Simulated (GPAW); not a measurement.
The system is Ga.

```xyz
4
Lattice="3.8170 -2.3266 0.0000 3.8170 2.3266 0.0000 0.0000 0.0000 4.4883" Properties=species:S:1:pos:R:3 pbc="T T T"
Ga    2.5773   -1.5260    1.1221
Ga    2.5773    1.5260    3.3662
Ga    5.0566    1.5260    3.3662
Ga    5.0566   -1.5260    1.1221
```

This isn't the form of Ga at room conditions, which is orthorhombic.

| Quantity | Value |
| --- | --- |
| Program | GPAW 26.7.0 |
| Task | relaxation of cell and atoms |
| Functional | PBEsol |
| Potentials or basis | PAW data sets generated in the run's folder for this functional |
| Cutoff | 600 eV |
| Basis | pw |
| k mesh | 6 × 6 × 5 |
| Occupations | fermi-dirac, width 0.05 eV |
| Spin | no spin polarisation |

At the start: pressure 0.6 GPa; volume 19.93 Å³/atom.

Question: How do energy, volume and symmetry change on relaxing?

Answer: Over 10 steps the energy falls by 3.1 meV/atom and the volume is 20.00 Å³/atom (+0.4 %); space group Cmcm (No. 63, to 0.05 Å).

The path:
```
step  energy change (eV)  largest force (eV/Å)  pressure (GPa)  volume (Å³)
   1              0.0000                0.0425            0.60        79.72
   2             -0.0006                0.0410            0.54        79.78
   3             -0.0061                0.0405           -0.38        80.87
   4             -0.0065                0.0355           -0.45        80.94
   5             -0.0085                0.0055           -0.63        81.10
   6             -0.0099                0.0397           -0.58        80.97
   7             -0.0112                0.0685           -0.34        80.59
   8             -0.0119                0.0624           -0.11        80.25
   9             -0.0124                0.0333            0.04        80.03
  10             -0.0126                0.0085            0.05        80.02
```

Final structure:
```
Ga
1.0
     3.85598   -2.27984    0.00000
     3.85598    2.27984    0.00000
     0.00000    0.00000    4.55103
Ga
4
Direct
  0.66176 0.01656 0.25000
  0.01656 0.66176 0.75000
  0.33824 0.98344 0.75000
  0.98344 0.33824 0.25000
```

Caveat: later steps reuse the first step's grids.
